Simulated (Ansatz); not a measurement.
**A defect in a wire: zigzag graphene nanoribbon (N = 4, H edges), vacancy of one C**

Wanted: the relaxed defect and the transmission past it, beside the channels of the perfect wire.

Method: DFT PBE, plane waves, PAW; relaxation of a wire's period, in the first sound run; inputs show where later runs differ, in Ansatz 0.2.0.

### 1. The structure

The cell holds 10 atoms: 2 H and 8 C. Its edges and angles: a = 16.240 Å, b = 7.000 Å, c = 2.460 Å, α = 90.0°, β = 90.0°, γ = 90.0°. Vacuum lies along a and b. The structure's axis is c.

### 2. The relaxed wire

Band widths follow the bond lengths, so the wire is relaxed first. The atoms and the third cell vector are free; the box across stays fixed as vacuum. Moments are seeded so that a magnetic state can form if it lies lower. A Fermi-Dirac smearing is set since the result may be a metal. The pressure printed is a third of the stress's trace over the whole box, vacuum included; only the stress along the axis is relaxed.

File input.yaml:

```yaml
crystal:
  lattice:
    - [16.24, 0.0, 0.0]
    - [0.0, 7.0, 0.0]
    - [0.0, 0.0, 2.4595121467]
  atoms:
    - { symbol: H, position: [0.215517241, 0.5, 0.0] }
    - { symbol: C, position: [0.281403941, 0.5, 0.0], spin: 0.5 }
    - { symbol: C, position: [0.456280788, 0.5, 0.0] }
    - { symbol: C, position: [0.543719212, 0.5, 0.0] }
    - { symbol: C, position: [0.718596059, 0.5, 0.0], spin: -0.5 }
    - { symbol: H, position: [0.784482759, 0.5, 0.0] }
    - { symbol: C, position: [0.325123153, 0.5, 0.5] }
    - { symbol: C, position: [0.412561576, 0.5, 0.5] }
    - { symbol: C, position: [0.587438424, 0.5, 0.5] }
    - { symbol: C, position: [0.674876847, 0.5, 0.5] }
magnetization:
  spin_polarized: true
kpoints:
  mp_grid: { grid: [1, 1, 33] }
scf:
  occupations: { method: fermi_dirac, width: 0.05 }
hamiltonian:
  xc: pbe
relax:
  cell: { fix: [a, b, alpha, beta, gamma] }
  max_steps: 60
```

On the command line:

```bash
$ ansatz run input.yaml --threads 4 --pin off --max-ram 16384MiB --backend cpu --events-out ev --progress --plain --runs-dir out
```

Numbers of over 12 decimals in the logs are rounded to 6 here.

Output:

```text
Engine: ansatz 0.2.0, aarch64-unknown-linux-gnu
Pseudopotentials: kind: paw
Pseudopotential: H, paw, valence charge 1, recommended cutoff 420 eV (normal), H.paw.azcp
Pseudopotential: C, paw, valence charge 4, recommended cutoff 420 eV (normal), C.paw.azcp
Functional definition: PBE
  parameter kappa = 0.804
  parameter beta = 0.066725
  exchange = pbe_x(kappa = kappa, mu = beta*pi^2/3)
  correlation = pbe_c(beta = beta)
Crystal: 10 atoms, lattice volume = 279.597 Å³
Basis set: ecut = 420 eV, 5437 PW (Γ), exchange–correlation on 240×96×36 points (8 copies of the dense FFT grid, shifted against one another)
Bands: 28, of which v1, the nominal top of the filled ones, is band 17 counted from 1 (16 counted from 0)
Symmetry: 4 space group operations
Space group: Pmm2 (ITA 25), of the structure as read, at distance tolerance 6.5e-5 Å
Magnetic group: BNS 47.251 (UNI 349), of the structure as read, at distance tolerance 6.5e-5 Å
k-points: 17 of 33
Non-local potential: H, projectors of the file, l = 0: 2, l = 1: 1
Non-local potential: C, projectors of the file, l = 0: 2, l = 1: 2, l = 2: 1
PAW form: soft (Blöchl's): semilocal exchange-correlation on the pseudo side does not see the compensation charge
PAW one-centre angular grid: H, 110 points (default); XC on 64 Gauss nodes
PAW one-centre angular grid: C, 110 points (default); XC on 64 Gauss nodes
Initial density: superposition of atomic densities (neutral atoms: chi_scale 0, normalization atom)
Starting moments: Σ|m| = 1 μB on 2 of 10 sites
Starting magnetic order: antiferromagnet; an inversion exchanges its spin sublattices: spin-degenerate at every k-point
Initial wavefunctions: pseudopotential atomic-orbital guess
Functional: x = pbe(κ = 0.804, μ = 0.219515), c = pbe(β = 0.066725)
SCF iter   1: F=—  HF=-2044.557915 eV  |F-HF|=—  |Δ(HF+E_count)|=         —  Δρ=3.65e-2 (↑3.65e-2 ↓3.65e-2)  dr2=1.46e1  dr2_m=6.78e-2  M=0.000 μB ∫|m|=0.637 μB  β_m=0.30  ethr=3.10e-3  ⟨swp⟩=6.9  Hψ=5099  notcnv=0  defer=50
preconditioner: auto → Resta (q_TF=auto, 1.920 Å⁻¹)  ε∞=1.6  [insulator: Δε(μ)=0.464 eV  Ē_g=16.407 eV  σ=0.050 eV  W_gap=0.98  n_scr=32 (ndim 8)  ℏωp=12.9 eV  f_vac=0.586  D(μ)=0.10/eV (n_scr^D=0)  ε∞_Penn≈1.6  vacuum switching on, ρ_ref=2.0e-2 e/Å³]
spin=Collinear: Resta preconditioning applied to the charge; magnetization (m = ρ↑ − ρ↓) channel mixes plain (no charge-response kernel on spin).
SCF iter   2: F=—  HF=-2040.863141 eV  |F-HF|=—  |Δ(HF+E_count)|=    3.69e0  Δρ=2.33e-2 (↑2.33e-2 ↓2.33e-2)  dr2=5.48e0  dr2_m=3.62e-2  M=-0.000 μB ∫|m|=0.649 μB  β_m=0.30  ethr=3.10e-3  ⟨swp⟩=3.0  Hψ=2149  notcnv=0  defer=154
SCF iter   3: F=—  HF=-2038.827068 eV  |F-HF|=—  |Δ(HF+E_count)|=    2.04e0  Δρ=6.03e-3 (↑6.03e-3 ↓6.02e-3)  dr2=1.78e-1  dr2_m=2.01e-2  M=0.000 μB ∫|m|=0.651 μB  β_m=0.30  ethr=3.10e-3  ⟨swp⟩=4.1  Hψ=2440  notcnv=0  defer=164
SCF iter   4: F=—  HF=-2038.798177 eV  |F-HF|=—  |Δ(HF+E_count)|=   2.89e-2  Δρ=2.56e-3 (↑2.56e-3 ↓2.56e-3)  dr2=1.86e-2  dr2_m=1.08e-2  M=-0.000 μB ∫|m|=0.668 μB  β_m=0.30  ethr=5.25e-4  ⟨swp⟩=3.2  Hψ=1686  notcnv=0  defer=177
SCF iter   5: F=—  HF=-2038.802673 eV  |F-HF|=—  |Δ(HF+E_count)|=   4.50e-3  Δρ=1.71e-3 (↑1.71e-3 ↓1.71e-3)  dr2=2.90e-3  dr2_m=6.05e-3  M=0.000 μB ∫|m|=0.680 μB  β_m=0.30  ethr=5.48e-5  ⟨swp⟩=2.7  Hψ=1522  notcnv=0  defer=173
SCF iter   6: F=—  HF=-2038.806310 eV  |F-HF|=—  |Δ(HF+E_count)|=   3.64e-3  Δρ=1.22e-3 (↑1.22e-3 ↓1.22e-3)  dr2=8.15e-4  dr2_m=3.45e-3  M=-0.000 μB ∫|m|=0.693 μB  β_m=0.30  ethr=8.53e-6  ⟨swp⟩=2.7  Hψ=1417  notcnv=0  defer=173
Mixer restart at iter 6: flushing history
spin-set hold released at iteration 6 (site moments contracting): the magnetisation degrees of freedom join the quasi-Newton model from the next iteration; the mixer history was flushed
SCF iter   7: F=—  HF=-2038.808259 eV  |F-HF|=—  |Δ(HF+E_count)|=   1.95e-3  Δρ=9.24e-4 (↑9.22e-4 ↓9.24e-4)  dr2=3.67e-4  dr2_m=2.01e-3  M=0.000 μB ∫|m|=0.704 μB  β_m=0.65  ethr=2.40e-6  ⟨swp⟩=3.0  Hψ=1473  notcnv=0  defer=173
SCF iter   8: F=—  HF=-2038.811433 eV  |F-HF|=—  |Δ(HF+E_count)|=   3.17e-3  Δρ=2.78e-4 (↑2.78e-4 ↓1.57e-4)  dr2=4.61e-4  dr2_m=1.10e-4  M=-0.000 μB ∫|m|=0.750 μB  β_m=0.64  ethr=1.08e-6  ⟨swp⟩=3.8  Hψ=1871  notcnv=0  defer=173
SCF iter   9: F=—  HF=-2038.811502 eV  |F-HF|=—  |Δ(HF+E_count)|=   6.87e-5  Δρ=2.20e-4 (↑1.23e-4 ↓2.20e-4)  dr2=2.51e-4  dr2_m=6.92e-5  M=0.000 μB ∫|m|=0.757 μB  β_m=0.65  ethr=1.08e-6  ⟨swp⟩=2.2  Hψ=1205  notcnv=0  defer=173
SCF iter  10: F=—  HF=-2038.811571 eV  |F-HF|=—  |Δ(HF+E_count)|=   6.94e-5  Δρ=1.14e-4 (↑9.15e-5 ↓1.14e-4)  dr2=3.36e-5  dr2_m=2.54e-5  M=0.000 μB ∫|m|=0.769 μB  β_m=0.74  ethr=7.39e-7  ⟨swp⟩=2.8  Hψ=1401  notcnv=0  defer=173
SCF iter  11: F=—  HF=-2038.811644 eV  |F-HF|=—  |Δ(HF+E_count)|=   7.27e-5  Δρ=4.82e-5 (↑3.62e-5 ↓4.82e-5)  dr2=2.09e-5  dr2_m=2.95e-6  M=0.000 μB ∫|m|=0.781 μB  β_m=0.61  ethr=9.89e-8  ⟨swp⟩=2.0  Hψ=1502  notcnv=0  defer=173
SCF iter  12: F=—  HF=-2038.811645 eV  |F-HF|=—  |Δ(HF+E_count)|=   1.39e-6  Δρ=1.46e-5 (↑1.28e-5 ↓1.46e-5)  dr2=5.41e-7  dr2_m=4.31e-7  M=0.000 μB ∫|m|=0.785 μB  β_m=0.62  ethr=6.16e-8  ⟨swp⟩=2.1  Hψ=1323  notcnv=0  defer=173
SCF iter  13: F=—  HF=-2038.811646 eV  |F-HF|=—  |Δ(HF+E_count)|=   5.11e-7  Δρ=5.48e-6 (↑5.48e-6 ↓5.15e-6)  dr2=2.50e-8  dr2_m=6.89e-8  M=0.000 μB ∫|m|=0.786 μB  β_m=0.81  ethr=2.94e-10  ⟨swp⟩=3.0  Hψ=3415  notcnv=0
SCF iter  14: F=—  HF=-2038.811646 eV  |F-HF|=—  |Δ(HF+E_count)|=   1.01e-7  Δρ=1.97e-6 (↑1.59e-6 ↓1.97e-6)  dr2=3.28e-8  dr2_m=2.36e-9  M=-0.000 μB ∫|m|=0.786 μB  β_m=0.65  ethr=7.36e-11  ⟨swp⟩=4.0  Hψ=2708  notcnv=0
SCF iter  15: F=-2038.811646 eV  HF=-2038.811646 eV  |F-HF|=6.23e-11  |Δ(HF+E_count)|=   6.03e-9  Δρ=3.00e-7 (↑2.78e-7 ↓3.00e-7)  dr2=2.28e-10  dr2_m=1.67e-10  M=-0.000 μB ∫|m|=0.787 μB  ethr=7.36e-11  ⟨swp⟩=3.9  Hψ=2499  notcnv=0
SCF 1 converged in 15 iterations: F = -2038.811646 eV  dr2 = 2.28e-10
  greatest PAW one-centre occupation: 0.678 electrons in one spin orbital (limit 2), on the C atom at site 4 (counted from 0), in its partial waves of l = 0
relax step   1: F+E_penalty+E_count = -2038.81164598 eV  Δ(F+E_penalty+E_count) = +0.000e0 eV  max|allowed force component| = 1.637e0 eV/Å  Δτ_max = 0.0000 Å  P = +0.541 GPa  Ω = 279.597 Å³  fix = [a, b, alpha, beta, gamma]  reactions: a +1.696, b +0.095 GPa  (15 SCF iters, dr2 threshold 1.00e-7 eV, accepted)
Crystal: 10 atoms, lattice volume = 279.982 Å³
Basis set: ecut = 420 eV, 5449 PW (Γ), exchange–correlation on 240×96×36 points (8 copies of the dense FFT grid, shifted against one another)
[...]
relax step   5: F+E_penalty+E_count = -2038.87371434 eV  Δ(F+E_penalty+E_count) = -7.336e-5 eV  max|allowed force component| = 2.628e-3 eV/Å  Δτ_max = 0.0005 Å  P = +0.037 GPa  Ω = 279.992 Å³  energy of the carried Pulay correction = -3.752e-4 eV  fix = [a, b, alpha, beta, gamma]  reactions: a +0.019, b +0.092 GPa  (6 SCF iters, dr2 threshold 1.13e-8 eV, accepted)
Initial wavefunctions: pseudopotential atomic-orbital guess (no wavefunctions were taken with the density)
iter 1 solved again at ethr=3.48e-7 eV; its pass at ethr=3.10e-3 eV (dr2=1.18e-4 eV) is discarded
SCF iter   1: F=—  HF=-2038.873955 eV  |F-HF|=—  |Δ(HF+E_count)|=         —  Δρ=7.41e-6 (↑7.41e-6 ↓7.40e-6)  dr2=3.01e-8  dr2_m=1.47e-10  M=0.000 μB ∫|m|=0.752 μB  β_m=0.30  ethr=3.48e-7  ⟨swp⟩=3.4  Hψ=8185  notcnv=0
eigensolver tolerance schedule: the retry pair's looser diagonalisation over-reported the residual by 3929.37 of it (diagonalisation noise at 0.79 of the residual, at the tolerance the schedule requests for it); recorded, not acted on — ethr = c·dr2/N_el stays at c = 1.0e-1
preconditioner: auto → Resta (q_TF=auto, 1.920 Å⁻¹)  ε∞=1.8  [insulator: Δε(μ)=0.560 eV  Ē_g=14.100 eV  σ=0.050 eV  W_gap=0.99  n_scr=32 (ndim 8)  ℏωp=12.9 eV  f_vac=0.639  D(μ)=0.04/eV (n_scr^D=0)  ε∞_Penn≈1.8  vacuum switching on, ρ_ref=1.4e-2 e/Å³]
spin=Collinear: Resta preconditioning applied to the charge; magnetization (m = ρ↑ − ρ↓) channel mixes plain (no charge-response kernel on spin).
SCF iter   2: F=—  HF=-2038.874026 eV  |F-HF|=—  |Δ(HF+E_count)|=   7.07e-5  Δρ=5.18e-6 (↑5.18e-6 ↓5.18e-6)  dr2=1.13e-8  dr2_m=9.12e-11  M=-0.000 μB ∫|m|=0.752 μB  β_m=0.46  ethr=8.84e-11  ⟨swp⟩=3.0  Hψ=1814  notcnv=0
SCF iter   3: F=—  HF=-2038.874072 eV  |F-HF|=—  |Δ(HF+E_count)|=   4.54e-5  Δρ=2.38e-6 (↑2.38e-6 ↓2.36e-6)  dr2=5.16e-9  dr2_m=3.75e-11  M=0.000 μB ∫|m|=0.752 μB  β_m=0.51  ethr=3.33e-11  ⟨swp⟩=2.9  Hψ=1635  notcnv=0
SCF iter   4: F=—  HF=-2038.874091 eV  |F-HF|=—  |Δ(HF+E_count)|=   1.98e-5  Δρ=3.82e-7 (↑3.69e-7 ↓3.82e-7)  dr2=5.43e-10  dr2_m=1.18e-11  M=-0.000 μB ∫|m|=0.752 μB  β_m=0.49  ethr=1.52e-11  ⟨swp⟩=2.8  Hψ=1687  notcnv=0
iter 5 met the thresholds in force, and the SCF goes on: an eigenvalue changes by 0.21 meV, over its tolerance of 0.05 meV (output.eigenvalues, Limitations)
SCF iter   5: F=-2038.874092 eV  HF=-2038.874092 eV  |F-HF|=3.36e-8  |Δ(HF+E_count)|=   5.47e-7  Δρ=1.14e-7 (↑1.14e-7 ↓1.03e-7)  dr2=6.69e-11  dr2_m=6.80e-12  M=0.000 μB ∫|m|=0.752 μB  β_m=0.59  ethr=1.00e-12  ⟨swp⟩=3.0  Hψ=3527  notcnv=0
iter 6 met the thresholds in force, and the SCF goes on: an eigenvalue changes by 0.06 meV, over its tolerance of 0.05 meV (output.eigenvalues, Limitations)
SCF iter   6: F=-2038.874092 eV  HF=-2038.874092 eV  |F-HF|=1.10e-10  |Δ(HF+E_count)|=   3.44e-8  Δρ=5.27e-8 (↑4.72e-8 ↓5.27e-8)  dr2=2.71e-11  dr2_m=3.14e-12  M=-0.000 μB ∫|m|=0.752 μB  β_m=1.00  ethr=1.00e-12  ⟨swp⟩=2.9  Hψ=3265  notcnv=0
Mixer restart at iter 6: flushing history
SCF iter   7: F=-2038.874092 eV  HF=-2038.874092 eV  |F-HF|=1.94e-10  |Δ(HF+E_count)|=  1.84e-10  Δρ=7.94e-8 (↑7.94e-8 ↓6.78e-8)  dr2=2.18e-10  dr2_m=9.37e-13  M=0.000 μB ∫|m|=0.752 μB  β_m=1.00  ethr=1.00e-12  ⟨swp⟩=2.1  Hψ=1285  notcnv=0  κ⁻¹=1.0e0(r=1)
SCF iter   8: F=-2038.874092 eV  HF=-2038.874092 eV  |F-HF|=6.37e-12  |Δ(HF+E_count)|=  4.14e-11  Δρ=2.67e-8 (↑1.50e-8 ↓2.67e-8)  dr2=7.99e-12  dr2_m=7.42e-13  M=-0.000 μB ∫|m|=0.752 μB  ethr=1.00e-12  ⟨swp⟩=3.0  Hψ=3111  notcnv=0
SCF 6 converged in 8 iterations: F = -2038.874092 eV  dr2 = 7.99e-12
relax step   6: F+E_penalty+E_count = -2038.87409197 eV  Δ(F+E_penalty+E_count) = -3.776e-4 eV  max|allowed force component| = 2.750e-3 eV/Å  Δτ_max = 0.0000 Å  P = +0.037 GPa  Ω = 279.992 Å³  fix = [a, b, alpha, beta, gamma]  reactions: a +0.013, b +0.106 GPa  stress off target by 6.85e-3 GPa on what of the cell is left free  SCF on the basis re-selected at this cell (its energy is not comparable with the rows above)  (8 SCF iters)
basis re-selected at this cell: Δ(F+E_penalty+E_count) = -3.776e-4 eV, ΔP = +0.001 GPa vs the last step (what re-selecting the basis moved, of the pressure what is left beyond the Pulay correction that the steps carried, after the strain that the cell walked since its last selection, with what the two solves' SCF thresholds leave and, on support functions, any second-order correction that the steps lacked; it is no m [...]
SCF converged after 8 iterations
an eigenvalue changed by more than its tolerance at an iteration that met the thresholds in force, so the SCF went on 2 times, its first undamped step at iteration 6: the last check found none over its tolerance
Magnetization: -0.0000 μB (17.0000 up, 17.0000 down)
Absolute magnetization: 0.7516 μB (∫|ρ↑−ρ↓|, with the PAW one-centre terms)
Spin contamination: 0.2236 ħ² per cell (⟨S²⟩ above its minimum at these occupations)
Per-site moments (μB) at R_I (Å): [(-0.00199506, 0.450494), (0.051803, 0.450494), (-0.015977, 0.585447), (0.015977, 0.585447), (-0.051803, 0.450494), (0.00199506, 0.450494), (-0.022569, 0.580517), (0.027449, 0.585447), (-0.027449, 0.585447), (0.022569, 0.580517)]
Free energy (F): -2038.874092 eV
Harris-Foulkes:  -2038.874092 eV  (|F-HF|=6.37e-12)
Internal energy: -2038.873350 eV  (E = F + TS)
E sigma→0 (E₀):  -2038.873721 eV
Entropy (-TS):   -0.000742 eV (-0.074 meV/atom)
Fermi energy:    -1.087969 eV
--- Per-component energies (eV) ---
  E_band       = -335.377614
  E_kinetic    = 752.333968
  E_local      = -6739.520624  (includes V_loc(G=0)·N_el)
  E_nonlocal   = 221.937025
  E_hartree    = 2991.325931
  E_xc         = -400.940772
  E_vxc        = -497.063167  (∫ρ·V_xc dr)
  E_paw        = -795.790806  (= ΣΔE_a)
  E_vpaw       = -55.714025  (= ΣTr[D̂ρ^β])
  E_aug_tail   = -0.002685  (compensation charges beyond the density's cutoff)
  E_ewald      = 1931.784614
  E_smearing   = -0.000742  (= −TS)
  E_closure    = 0.000000  (closes the sum)
  Σ components = -2038.874092   (vs F -2038.874092, Δ=0.00e0)
--- Forces (eV/Å), atoms counted from 1 ---
  atom   1  H     -0.00134914     0.00000000     0.00000000
  atom   2  C      0.00024310     0.00000000     0.00000000
  atom   3  C     -0.00138384     0.00000000     0.00000000
  atom   4  C      0.00140007     0.00000000     0.00000000
  atom   5  C     -0.00024412     0.00000000     0.00000000
  atom   6  H      0.00133510     0.00000000     0.00000000
  atom   7  C     -0.00075373     0.00000000     0.00000000
  atom   8  C     -0.00274387     0.00000000     0.00000000
  atom   9  C      0.00275004     0.00000000     0.00000000
  atom  10  C      0.00074624     0.00000000     0.00000000
  max |Σ_I F_I| component: 1.54e-7 eV/Å
--- Stress (GPa, compression-positive) ---
        0.012936       0.000000       0.000000
        0.000000       0.106312       0.000000
        0.000000       0.000000      -0.006846
  P = ⅓ Tr σ = 0.0375 GPa (0.375 kbar)
--- Relaxed structure (5 steps of the walk, 5 accepted, 1 SCFs on fresh bases) ---
  F+E_penalty+E_count = -2038.87409197 eV   max|allowed force component| = 2.750e-3 eV/Å   (the final SCF, on the basis selected at the relaxed cell)
  cell:  # Å, volume = 279.9917 Å³
    - [16.24, 0.0, 0.0]
    - [0.0, 7.0, 0.0]
    - [0.0, 0.0, 2.462982]
  atoms:
    - { symbol: H, position: [0.214198, 0.5, 0.0] }
    - { symbol: C, position: [0.281446, 0.5, 0.0] }
    - { symbol: C, position: [0.455800, 0.5, 0.0] }
    - { symbol: C, position: [0.544200, 0.5, 0.0] }
    - { symbol: C, position: [0.718554, 0.5, 0.0] }
    - { symbol: H, position: [0.785802, 0.5, 0.0] }
    - { symbol: C, position: [0.323388, 0.5, 0.5] }
    - { symbol: C, position: [0.412357, 0.5, 0.5] }
    - { symbol: C, position: [0.587643, 0.5, 0.5] }
    - { symbol: C, position: [0.676612, 0.5, 0.5] }
```

Run time: 39 s. Hardware: 4 threads of Arm Neoverse V2, shared host; peak memory 0.68 GiB.

Relaxation path:

| step | energy less that of the first step (eV) | largest force component (eV/Å) | pressure (GPa) | volume (Å³) |
| --- | --- | --- | --- | --- |
| 1 | 0.0000 | 1.6369 | 0.54 | 279.60 |
| 2 | -0.0490 | 0.7862 | 0.17 | 279.98 |
| 3 | -0.0621 | 0.0385 | 0.11 | 279.81 |
| 4 | -0.0620 | 0.0066 | 0.00 | 280.05 |
| 5 | -0.0621 | 0.0026 | 0.04 | 279.99 |
| 6* | -0.0624 | 0.0027 | 0.04 | 279.99 |

Relaxation steps marked * repeat the geometry before them on a plane-wave basis chosen anew for their cell, so energy and pressure can jump there.

Forces are held to the 4 operations that the run works with; a distortion that breaks them can't arise in this run.

| cell as run | before | after | change |
| --- | --- | --- | --- |
| c (Å) | 2.460 | 2.463 | +0.1 % |

The atoms that moved most (Å, along periodic axes as changes of fractional coordinates times the final cell, across vacuum about the mean position):

| atom | dx | dy | dz | length |
| --- | --- | --- | --- | --- |
| C10 | 0.028 | 0.000 | 0.000 | 0.028 |
| C7 | -0.028 | 0.000 | 0.000 | 0.028 |
| H6 | 0.021 | 0.000 | 0.000 | 0.021 |
| H1 | -0.021 | 0.000 | 0.000 | 0.021 |
| C3 | -0.008 | 0.000 | 0.000 | 0.008 |
| C4 | 0.008 | 0.000 | 0.000 | 0.008 |

Final coordinates:

```cif
data_structure
_symmetry_space_group_name_H-M 'P 1'
_symmetry_Int_Tables_number 1
_cell_length_a 16.2400
_cell_length_b 7.0000
_cell_length_c 2.4630
_cell_angle_alpha 90.000
_cell_angle_beta 90.000
_cell_angle_gamma 90.000
_cell_volume 279.99
loop_
_atom_site_label
_atom_site_type_symbol
_atom_site_fract_x
_atom_site_fract_y
_atom_site_fract_z
_atom_site_occupancy
H1 H 0.21420 0.50000 0.00000 1
C2 C 0.28145 0.50000 0.00000 1
C3 C 0.45580 0.50000 0.00000 1
C4 C 0.54420 0.50000 0.00000 1
C5 C 0.71855 0.50000 0.00000 1
H6 H 0.78580 0.50000 0.00000 1
C7 C 0.32339 0.50000 0.50000 1
C8 C 0.41236 0.50000 0.50000 1
C9 C 0.58764 0.50000 0.50000 1
C10 C 0.67661 0.50000 0.50000 1
```

This step gave:

```
energy at zero smearing    : -2038.8737 eV
absolute moment            : 0.7516 μB
cell length along the wire : 2.463 Å
```

The cell's length comes to 2.463 Å with an absolute moment of 0.75 μB a cell.

(Part 1 of 5 ends here.)

[Logs are printed without paths, hosts, clocks, repeated set-up lines and the standing remarks that a program may print on its own settings, such as how far it seeks lower states.]

[Hosts, paths, dates, database ids (printed as entryN), source tags and the programs' standing remarks are cut or masked in the printed files.]
